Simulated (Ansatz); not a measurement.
The system is Ta2N.

```xyz
3
Lattice="3.1129 0.0000 0.0000 -1.5564 2.6958 0.0000 0.0000 0.0000 4.8698" Properties=species:S:1:pos:R:3 pbc="T T T"
Ta    0.0000    1.7972    1.2404
Ta    1.5564    0.8986    3.6294
N     0.0000    0.0000    0.0000
```

The cell comes from a database or a generator and needn't be the stable form of this composition.

* Program: Ansatz 0.2.0
* Task: relaxation of cell and atoms
* Functional: PBE
* Dispersion: D3(BJ)
* Potentials or basis: Ansatz PAW
* Cutoff: 420 eV (not typed: the program's choice for these potentials)
* k mesh: 10 × 10 × 6
* Occupations: fermi-dirac, width 0.05 eV
* Spin: no spin polarisation

At the start: volume 13.62 Å³/atom.

Question: Where does the relaxation end?

Answer: It ends after 7 steps and the volume is 13.24 Å³/atom (-2.8 %); space group P-3m1 (No. 164, to 0.05 Å).

Step by step:
```
step  energy change (eV)  largest force (eV/Å)  volume (Å³)
   1              0.0000                0.0057        40.87
   2             -0.0286                0.0396        40.01
   3             -0.0311                0.0266        39.71
   4             -0.0311                0.0086        39.73
   5             -0.0293                0.0088        39.73
   6             -0.0294                0.0002        39.72
   7             -0.0293                0.0002        39.72
```

Final structure:
```
CELL_PARAMETERS angstrom
3.07124 0.00000 0.00000
-1.53562 2.65977 0.00000
0.00000 0.00000 4.86183
ATOMIC_POSITIONS crystal
Ta 0.33333 0.66667 0.25657
Ta 0.66667 0.33333 0.74343
N 0.00000 0.00000 0.00000
```

Caveat: the plane-wave basis is chosen anew once the cell has moved, so the energies of steps on either side of that aren't comparable; pairwise dispersion overbinds metals, which lowers pressure and volume.
